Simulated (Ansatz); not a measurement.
Runs of Ansatz 0.2.0 on HgTe. The structure is cubic, space group Fm-3m (No. 225). Conventional cell: a = 6.360 Å, b = 6.360 Å, c = 6.360 Å, α = 90.00°, β = 90.00°, γ = 90.00°. Hg (site symmetry m-3m) is surrounded by 6 Te at 3.18 Å. Te (site symmetry m-3m) has 6 Hg at 3.18 Å as nearest neighbours. Measurements of this composition are mostly on another form, of space group No. 216.

```tsv
task	level	spin	cell	k mesh	cutoff (eV)	points for each segment of the path	gap on the mesh (eV)	pressure (GPa)	relaxed volume (Å³/atom)
relaxation of cell and atoms	revPBE	off	relaxed	7 × 7 × 7	420	-	none	0.0	29.80
band structure	RPBE	off	as given	7 × 7 × 7	420	14	none	-2.0	-
band structure	r2SCAN	SOC, no magnetisation	as given	5 × 5 × 5	500	14	none	-5.0	-
relaxation of cell and atoms	RPBE	off	relaxed	7 × 7 × 7	420	-	none	0.0	(a)
band structure	r2SCAN	off	as given	7 × 7 × 7	500	14	none	-5.0	-
```

Alike in all rows: potentials or basis Ansatz PAW; smearing fermi-dirac 0.05 eV.

Question: Fill in the values left out.

Answer: (a) 30.18.

Caveats: the PAW data sets come from PBE, with cores solved anew for the run's functional, which leaves a small shift of forces and pressure; the plane-wave basis is chosen anew once the cell has moved, so the energies of steps on either side of that aren't comparable (some runs); spin-orbit coupling is left out, which moves the levels of the heavy elements (some runs).

A k mesh can miss the band edges, and rows without SOC leave out spin-orbit coupling on Hg, Te.

A gap of «none» marks a metal or a gap under the smearing width.

Runs at the PBE level aren't shown here.
